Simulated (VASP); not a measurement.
# Ti3Al (Fm-3m) in VASP: a series of runs

Aim: see how the results for Ti3Al move with the level of theory and the settings. Levels: PBEsol, r2SCAN. Tasks: single point.

All numbers are computed with VASP 6.6.1; they aren't measurements. Logs are shortened: lines on timing, memory, paths and dates and some standing lists are left out, and cuts for length are marked.

## Step 1: The structure

Symmetry: Fm-3m, No. 225, cubic system. The conventional cell has a = 6.368 Å, b = 6.368 Å, c = 6.368 Å, α = 90.00°, β = 90.00°, γ = 90.00°. Ti (site symmetry -43m) is surrounded by 4 Ti at 2.76 Å and 4 Al at 2.76 Å. Around Ti (site symmetry m-3m) lie 8 Ti at 2.76 Å. Al (site symmetry m-3m) is surrounded by 8 Ti at 2.76 Å.

The cell comes from a database or a generator and needn't be the stable form of this composition.

## Step 2: Single point, PBEsol

Contents of INCAR:

```
  PREC = Accurate
  ENCUT = 900
  EDIFF = 1E-6
  ISMEAR = 0
  SIGMA = 0.1
  LREAL = False
  LASPH = True
  NELM = 80
  ALGO = Normal
  ISIF = 2
  LWAVE = False
  LCHARG = True
  GGA = PS
  LELF = True
  LVHAR = True
```

Contents of KPOINTS:

```
Automatic mesh
0
Gamma
  12 12 12
```

Contents of POSCAR:

```
Ti3Al
1.0
    0.0000000000      3.1842200000      3.1842200000
    3.1842200000      0.0000000000      3.1842200000
    3.1842200000      3.1842200000      0.0000000000
Ti Al
3 1
Direct
    0.7500000000      0.7500000000      0.7500000000
    0.2500000000      0.2500000000      0.2500000000
    0.0000000000      0.0000000000      0.0000000000
    0.5000000000      0.5000000000      0.5000000000
```

Potentials or basis: VASP PAW PBE potentials, release 64 (Ti_sv, Al).

On the command line:

```
$ cat potpaw_PBE.64/Ti_sv/POTCAR potpaw_PBE.64/Al/POTCAR > POTCAR
$ mpirun -np 1 vasp_std > vasp.out
```

OUTCAR:

```text
PREC = Accurate
   ENCUT = 900
   EDIFF = 1E-6
   ISMEAR = 0
   LREAL = False
   LASPH = True
   NELM = 80
   ISIF = 2
   GGA = PS

 ion  position               nearest neighbor table
   1  0.750  0.750  0.750-   4 2.76   4 2.76   4 2.76   3 2.76   4 2.76   3 2.76   3 2.76   3 2.76

   2  0.250  0.250  0.250-   3 2.76   3 2.76   3 2.76   3 2.76   4 2.76   4 2.76   4 2.76   4 2.76

   3  0.000  0.000  0.000-   1 2.76   1 2.76   1 2.76   1 2.76   2 2.76   2 2.76   2 2.76   2 2.76

   4  0.500  0.500  0.500-   2 2.76   2 2.76   2 2.76   1 2.76   2 2.76   1 2.76   1 2.76   1 2.76

  LATTYP: Found a face centered cubic cell.
 ALAT       =     6.3684400000

  Lattice vectors:

 A1 = (   0.0000000000,   3.1842200000,   3.1842200000)
 A2 = (   3.1842200000,   0.0000000000,   3.1842200000)
 A3 = (   3.1842200000,   3.1842200000,   0.0000000000)

Analysis of symmetry for initial positions (statically):
=====================================================================
 Subroutine PRICEL returns:
 Original cell was already a primitive cell.

 Routine SETGRP: Setting up the symmetry group for a
 face centered cubic supercell.

 Subroutine GETGRP returns: Found 48 space group operations
 (whereof 48 operations were pure point group operations)
 out of a pool of 48 trial point group operations.

The static configuration has the point symmetry O_h .

Analysis of symmetry for dynamics (positions and initial velocities):
=====================================================================
 Subroutine PRICEL returns:
 Original cell was already a primitive cell.

 Routine SETGRP: Setting up the symmetry group for a
 face centered cubic supercell.

 Subroutine GETGRP returns: Found 48 space group operations
 (whereof 48 operations were pure point group operations)
 out of a pool of 48 trial point group operations.

The dynamic configuration has the point symmetry O_h .

 Subroutine INISYM returns: Found 48 space group operations
 (whereof 48 operations are pure point group operations),
 and found     1 'primitive' translations

----------------------------------------------------------------------------------------

                                     Primitive cell

  volume of cell :      64.5712

  direct lattice vectors                    reciprocal lattice vectors
     0.000000000  3.184220000  3.184220000    -0.157024326  0.157024326  0.157024326
     3.184220000  0.000000000  3.184220000     0.157024326 -0.157024326  0.157024326
     3.184220000  3.184220000  0.000000000     0.157024326  0.157024326 -0.157024326

  length of vectors
     4.503167110  4.503167110  4.503167110     0.271974111  0.271974111  0.271974111

  position of ions in fractional coordinates (direct lattice)
     0.750000000  0.750000000  0.750000000
     0.250000000  0.250000000  0.250000000
     0.000000000  0.000000000  0.000000000
     0.500000000  0.500000000  0.500000000

  ion indices of the primitive-cell ions
   primitive index   ion index
                 1           1
                 2           2
                 3           3
                 4           4

----------------------------------------------------------------------------------------

 KPOINTS: Automatic mesh

Automatic generation of k-mesh.
 Grid dimensions read from file:
 generate k-points for:   12   12   12

 Generating k-lattice:

  Cartesian coordinates                     Fractional coordinates (reciprocal lattice)
    -0.013085361  0.013085361  0.013085361     0.083333333  0.000000000  0.000000000
     0.013085361 -0.013085361  0.013085361     0.000000000  0.083333333  0.000000000
     0.013085361  0.013085361 -0.013085361     0.000000000  0.000000000  0.083333333

  Length of vectors
     0.022664509  0.022664509  0.022664509

  Shift w.r.t. Gamma in fractional coordinates (k-lattice)
     0.000000000  0.000000000  0.000000000

 Subroutine IBZKPT returns following result:
 ===========================================

 Found     72 irreducible k-points:

 Following reciprocal coordinates:
            Coordinates               Weight
  0.000000  0.000000  0.000000      1.000000
  0.083333  0.000000  0.000000      8.000000
  0.166667  0.000000  0.000000      8.000000
  0.250000  0.000000  0.000000      8.000000
  0.333333  0.000000  0.000000      8.000000
  0.416667  0.000000  0.000000      8.000000
[... 16 lines left out ...]
  0.500000  0.166667  0.000000     24.000000
 -0.416667  0.166667  0.000000     24.000000
 [... further k-points ...]
   k-points           NKPTS =     72   k-points in BZ     NKDIM =     72   number of bands    NBANDS=     23
   number of dos      NEDOS =    301   number of ions     NIONS =      4
   total plane-waves  NPLWV = 110592
   dimension x,y,z NGX =    48 NGY =   48 NGZ =   48
   dimension x,y,z NGXF=    96 NGYF=   96 NGZF=   96
   ions per type =               3   1
   NGX,Y,Z   is equivalent  to a cutoff of  17.72, 17.72, 17.72 a.u.
   NGXF,Y,Z  is equivalent  to a cutoff of  35.44, 35.44, 35.44 a.u.
 SYSTEM =  unknown system
   PREC   = accura    normal or accurate (medium, high low for compatibility)
   ISTART =      0    job   : 0-new  1-cont  2-samecut
   ICHARG =      2    charge: 1-file 2-atom 10-const
   ISPIN  =      1    spin polarized calculation?
   LNONCOLLINEAR =      F non collinear calculations
   LSORBIT =      F    spin-orbit coupling
   LASPH  =      T    aspherical Exc in radial PAW
   ENCUT  =  900.0 eV  66.15 Ry    8.13 a.u.  11.02 11.02 11.02*2*pi/ulx,y,z
   NELM   =     80;   NELMIN=  2; NELMDL= -5     # of ELM steps
   EDIFF  = 0.1E-05   stopping-criterion for ELM
   LREAL  =      F    real-space projection
   EDIFFG = 0.1E-04   stopping-criterion for IOM
   NSW    =      0    number of steps for IOM
   IBRION =     -1    ionic relax: 0-MD 1-quasi-New 2-CG
   NFREE  =      0    steps in history (QN), initial steepest desc. (CG)
   ISIF   =      2    stress and relaxation
   ISYM   =      2    0-nonsym 1-usesym 2-fastsym
   POTIM  = 0.5000    time-step for ionic-motion
   TEBEG  =    0.0;   TEEND  =   0.0 temperature during run
   PSTRESS=    0.0 pullay stress
   NELECT =      39.0000    total number of electrons
   NUPDOWN=      -1.0000    fix difference up-down
   EMIN   =  10.00;   EMAX   =-10.00  energy-range for DOS
   EFERMI =   0.00;   METHOD = LEGACY
   ISMEAR =     0;   SIGMA  =   0.10  broadening in eV -4-tet -1-fermi 0-gaus
   EFERMI_NEDOS =   21; number of points for ismear=-14 and -15
   IALGO  =     38    algorithm
   IMIX   =      4    mixing-type and parameters
     AMIX     =   0.40;   BMIX     =  1.00
     AMIX_MAG =   1.60;   BMIX_MAG =  1.00
  volume/ion in A,a.u.               =      16.14       108.94
  Fermi-wavevector in a.u.,A,eV,Ry     =   1.383832  2.615063 26.055026  1.914990
  Thomas-Fermi vector in A             =   2.508393
   LORBIT       =      0    0 simple, 1 ext, 2 COOP (PROOUT), +10 PAW based schemes
   GGA     = PS    functional components
   LHFCALC =     F    Hartree Fock is set to
   AEXX    =    0.0000 exact exchange contribution
   IVDW    =     0    specifies the selected vdW correction
   LEPSILON=     F    determine dielectric tensor
   LRPA    =     F    only Hartree local field effects (RPA)
 non-spin polarized calculation
 Gauss-broadening in eV      SIGMA  =   0.10
  energy-cutoff  :      900.00
  volume of cell :       64.57
 maximum number of plane-waves:      3984
 NGX is ok and might be reduce to    48
   NGX = 21   NGY = 21   NGZ = 21

 number of electron      39.0000003 magnetization

 Free energy of the ion-electron system (eV)
  ---------------------------------------------------
  ext. energy  EPLUGINS =         0.00000000
  ---------------------------------------------------
  free energy    TOTEN  =       -29.70074338 eV

  energy without entropy =      -29.65868670  energy(sigma->0) =      -29.67971504

 E-fermi :   8.4290     XC(G=0): -11.5782

 val. band max:        8.4270268895   @ k =  -0.2500   0.3333   0.0833
 cond. band min:       8.4376345818   @ k =   0.4167   0.3333   0.0833
 fundamental gap:      0.0106076923
 Fermi energy:         8.4290198332

 k-point     1 :       0.0000    0.0000    0.0000
  band No.  band energies     occupation
      1     -47.8539      2.00000
      2     -47.7697      2.00000
      3     -47.5362      2.00000
      4     -24.2545      2.00000
      5     -24.2545      2.00000
      6     -24.2545      2.00000
[... 15 lines left out ...]
     22      10.7984      0.00000
     23      10.7984      0.00000

 k-point     2 :       0.0833    0.0000    0.0000
  band No.  band energies     occupation
      1     -47.8514      2.00000
      2     -47.7704      2.00000
      3     -47.5379      2.00000
      4     -24.2855      2.00000
      5     -24.2704      2.00000
      6     -24.2704      2.00000
[... 15 lines left out ...]
     22      10.6498      0.00000
     23      10.7037      0.00000

 k-point     3 :       0.1667    0.0000    0.0000
  band No.  band energies     occupation
      1     -47.8445      2.00000
      2     -47.7725      2.00000
      3     -47.5429      2.00000
      4     -24.3126      2.00000
      5     -24.2926      2.00000
      6     -24.2926      2.00000
[... 15 lines left out ...]
     22      10.3638      0.00000
     23      10.4631      0.00000

 k-point     4 :       0.2500    0.0000    0.0000
  band No.  band energies     occupation
      1     -47.8341      2.00000
      2     -47.7760      2.00000
      3     -47.5500      2.00000
      4     -24.3248      2.00000
      5     -24.3129      2.00000
      6     -24.3129      2.00000
[... 15 lines left out ...]
     22      10.1234      0.00000
     23      10.1478      0.00000

 k-point     5 :       0.3333    0.0000    0.0000
  band No.  band energies     occupation
      1     -47.8220      2.00000
      2     -47.7808      2.00000
      3     -47.5575      2.00000
      4     -24.3288      2.00000
      5     -24.3288      2.00000
      6     -24.3217      2.00000
[... 15 lines left out ...]
     22       9.8254      0.00000
     23       9.8257      0.00000

 k-point     6 :       0.4167    0.0000    0.0000
  band No.  band energies     occupation
      1     -47.8103      2.00000
      2     -47.7868      2.00000
      3     -47.5633      2.00000
      4     -24.3390      2.00000
      5     -24.3390      2.00000
      6     -24.3090      2.00000
[... 15 lines left out ...]
     22       9.4686      0.00000
     23       9.5741      0.00000

 k-point     7 :       0.5000    0.0000    0.0000
  band No.  band energies     occupation
      1     -47.8037      2.00000
      2     -47.7912      2.00000
      3     -47.5655      2.00000
      4     -24.3425      2.00000
      5     -24.3425      2.00000
      6     -24.3007      2.00000
[... 353 lines left out ...]
     22      10.0580      0.00000
     23      10.0698      0.00000

 k-point    21 :       0.3333    0.1667    0.0000
  band No.  band energies     occupation
      1     -47.8238      2.00000
      2     -47.7787      2.00000
      3     -47.5577      2.00000
      4     -24.3705      2.00000
      5     -24.3641      2.00000
      6     -24.2830      2.00000
[... 15 lines left out ...]
     22       9.7684      0.00000
     23       9.7798      0.00000

 k-point    22 :       0.4167    0.1667    0.0000
  band No.  band energies     occupation
      1     -47.8129      2.00000
      2     -47.7832      2.00000
      3     -47.5643      2.00000
      4     -24.3768      2.00000
      5     -24.3640      2.00000
      6     -24.2960      2.00000
[... 15 lines left out ...]
     22       9.5013      0.00000
     23       9.5031      0.00000

 k-point    23 :       0.5000    0.1667    0.0000
  band No.  band energies     occupation
      1     -47.8031      2.00000
      2     -47.7887      2.00000
      3     -47.5687      2.00000
      4     -24.3748      2.00000
      5     -24.3624      2.00000
      6     -24.3003      2.00000
[... 15 lines left out ...]
     22       9.3313      0.00000
     23       9.3352      0.00000

 k-point    24 :      -0.4167    0.1667    0.0000
  band No.  band energies     occupation
      1     -47.8007      2.00000
      2     -47.7906      2.00000
      3     -47.5693      2.00000
      4     -24.3645      2.00000
      5     -24.3633      2.00000
      6     -24.3041      2.00000
[... 15 lines left out ...]
     22       9.2852      0.00000
     23       9.3676      0.00000

 [... further k-points ...]

------------------------ aborting loop because EDIFF is reached ----------------------------------------

  FORCE on cell =-STRESS in cart. coord.  units (eV):
  Direction    XX          YY          ZZ          XY          YZ          ZX
  --------------------------------------------------------------------------------------
  -------------------------------------------------------------------------------------
  Total        0.0165886      0.0165886      0.0165886     -0.0000000      0.0000000     -0.0000000
  in kB        0.4116065      0.4116065      0.4116065     -0.0000000      0.0000000     -0.0000000
  external PRESSURE =       0.4116065 kB  Pullay stress =       0.0000000 kB

 VOLUME and BASIS-vectors are now :
 -----------------------------------------------------------------------------
  energy-cutoff  :      900.00
  volume of cell :       64.57
      direct lattice vectors                 reciprocal lattice vectors
     0.000000000  3.184220000  3.184220000    -0.157024326  0.157024326  0.157024326
     3.184220000  0.000000000  3.184220000     0.157024326 -0.157024326  0.157024326
     3.184220000  3.184220000  0.000000000     0.157024326  0.157024326 -0.157024326

 POSITION                                       TOTAL-FORCE (eV/Angst)
 -----------------------------------------------------------------------------------
      4.77633      4.77633      4.77633         0.000000      0.000000      0.000000
      1.59211      1.59211      1.59211        -0.000000     -0.000000     -0.000000
      0.00000      0.00000      0.00000        -0.000000      0.000000     -0.000000
      3.18422      3.18422      3.18422        -0.000000      0.000000     -0.000000
 -----------------------------------------------------------------------------------
    total drift:                               -0.000000     -0.000000      0.000000

  FREE ENERGIE OF THE ION-ELECTRON SYSTEM (eV)
  ---------------------------------------------------
  free  energy   TOTEN  =       -29.7007433833 eV

  energy  without entropy=      -29.6586866993  energy(sigma->0) =      -29.67971504
```

Run time: 3.1 min. Hardware: 1 thread of Intel Xeon 6975P-C (Granite Rapids), shared host; peak memory 0.45 GiB.

Results:

```yaml
Free_energy: -29.7007 eV
Pressure: 0.0 GPa
Band_gap_on_the_k_mesh: none (metal or under the smearing width)
```

Caveat: the PAW data sets were made with another functional, which shifts forces and pressure a little.

## Step 3: Single point, r2SCAN

INCAR: that of step 2 with these lines changed.

```diff
@@ -1,3 +1,3 @@
   PREC = Accurate
-  ENCUT = 900
+  ENCUT = 520
   EDIFF = 1E-6
@@ -12,3 +12,4 @@
   LCHARG = True
-  GGA = PS
+  METAGGA = R2SCAN
+  LMIXTAU = True
   LELF = True
```

KPOINTS is that of step 2.

POSCAR is that of step 2.

Potentials or basis: VASP PAW PBE potentials, release 64 (Ti_sv, Al).

On the command line:

```
$ cat potpaw_PBE.64/Ti_sv/POTCAR potpaw_PBE.64/Al/POTCAR > POTCAR
$ mpirun -np 1 vasp_std > vasp.out
```

It took 4.3 min on 1 thread of Intel Xeon 6975P-C (Granite Rapids), shared host; peak memory 0.28 GiB.

The run converged. Its results:

| Item | Value |
| --- | --- |
| Free energy | -46.1888 eV |
| Pressure | 3.7 GPa |
| Band gap on the k mesh | none (metal or under the smearing width) |

Levels at points of the mesh, in eV from the Fermi level:
```csv
k point,band 16,band 17,band 18,band 19,band 20,band 21,band 22,band 23
"(0.00, 0.00, 0.00)",-1.85,-1.85,-1.85,-0.01,-0.01,-0.01,2.56,2.56
"(0.50, 0.00, 0.00)",-2.09,-0.33,-0.31,-0.31,-0.10,-0.10,0.96,1.16
"(0.50, 0.50, 0.00)",-2.11,-0.76,-0.76,-0.16,-0.04,-0.04,1.28,1.41
```

Caveat: the PAW data sets were made with another functional, which shifts forces and pressure a little.
